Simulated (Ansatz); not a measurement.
The system is Te2Mo.

```
CELL_PARAMETERS angstrom
3.51820 0.00000 0.00000
-1.75910 3.04685 0.00000
0.00000 0.00000 13.97360
ATOMIC_POSITIONS crystal
Te 0.66667 0.33333 0.37900
Te 0.33333 0.66667 0.87900
Te 0.66667 0.33333 0.12100
Te 0.33333 0.66667 0.62100
Mo 0.66667 0.33333 0.75000
Mo 0.33333 0.66667 0.25000
```

Base run:

- Program: Ansatz 0.2.0
- Functional: RPBE
- Potentials or basis: Ansatz PAW
- Cutoff: 420 eV (not typed: the program's choice for these potentials)
- k mesh: 9 × 9 × 2
- Occupations: fermi-dirac, width 0.05 eV
- Spin: no spin polarisation

Its results: band gap on the k mesh 0.81 eV, indirect (least direct gap 1.04 eV); pressure 4.9 GPa; largest force 0.259 eV/Å.

The run is repeated on the same cell with these changes: functional from RPBE to BLYP. What comes out?

Band gap on the k mesh 0.82 eV, indirect (least direct gap 1.04 eV); pressure 9.1 GPa; largest force 0.460 eV/Å.

Caveats: the k mesh misses the band edges, so the gap on the mesh is wider than the one along the path; spin-orbit coupling is left out, which moves the levels of the heavy elements; this functional lacks dispersion, which binds the layers, so the pressure and a relaxed spacing across them are unreliable; the PAW data sets come from PBE, with cores solved anew for the run's functional, which leaves a small shift of forces and pressure.
